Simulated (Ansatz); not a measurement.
# SrTe: pressure against volume scale

Periodic Kohn-Sham DFT of a crystal at fixed atoms, scaled to volume_scale times the given cell; pressure positive in compression, energy less spherical unpolarised free atoms, largest_vzz the field gradient of largest size among the nuclei. The results are calculated, by Ansatz 0.2.0.

The cell before it is scaled or strained (space group Fm-3m, No. 225):
```
cell vectors (Å)
   0.0000     3.3558     3.3558
   3.3558     0.0000     3.3558
   3.3558     3.3558     0.0000
atoms (fractions of the cell vectors)
Sr  0.00000  0.00000  0.00000
Te  0.50000  0.50000  0.50000
```

Settings of every row: method frozen-core PAW; functional PBE; relativity scalar; k mesh 7x7x7; filling fermi-dirac; smearing width 0.01 eV; wave cutoff 420 eV; paw set soft_2.

Atom start moment: 0 on all atoms.

Limits: no spin-orbit coupling on heavy atoms; the cell comes from a prototype or a list of computed structures and needn't be the stable phase.

| row | volume scale | V (Å³/atom) | pressure (GPa) |
| --- | --- | --- | --- |
| 1 | 0.9405 | 35.542 | ? |
| 2 | 0.97 | 36.657 | 1.166 |
| 3 | 1 | 37.792 | 0.101 |
| 4 | 1.03 | 38.925 | -0.81 |
| 5 | 1.06 | 40.058 | -1.591 |

Question: what pressure should row 1 give?

Worked fit of pressure. Take u = (V_r/V)^(2/3) − 1 with V_r = 38.358 Å³ an atom, which is twice the finite (Eulerian) strain; such expansions in the strain, on which the Birch-Murnaghan equation of state is built, carry the rest volume and the bulk modulus. The shown rows have u = 0.0307, 0.00996, -0.00973, -0.0285. Least squares give pressure = −0.3718 + 46.293 × u + 123.56 × u² GPa; a straight line predicts inner rows, each left out in turn, worse (root mean square 0.069 against 0.0012 GPa). The rows lie off it by 0.000, -0.001, 0.001, 0.000. The pressure vanishes at u = 0.0079, or V = 37.91 Å³ an atom, and there the bulk modulus at fixed shape and fractions is B = −V dP/dV = (2/3)(1 + u) dP/du = 32.4 GPa. The withheld row has u = 0.05215, so the fit gives −0.3718 + 46.293 × (0.05215) + 123.56 × (0.05215)² = 2.378 GPa.

The calculation gave 2.39 GPa. The fit lies 0.012 GPa (0.3 % of the column's range) below it; its largest miss of a shown row is 0.001 GPa. This row lies beyond the range of the fit.
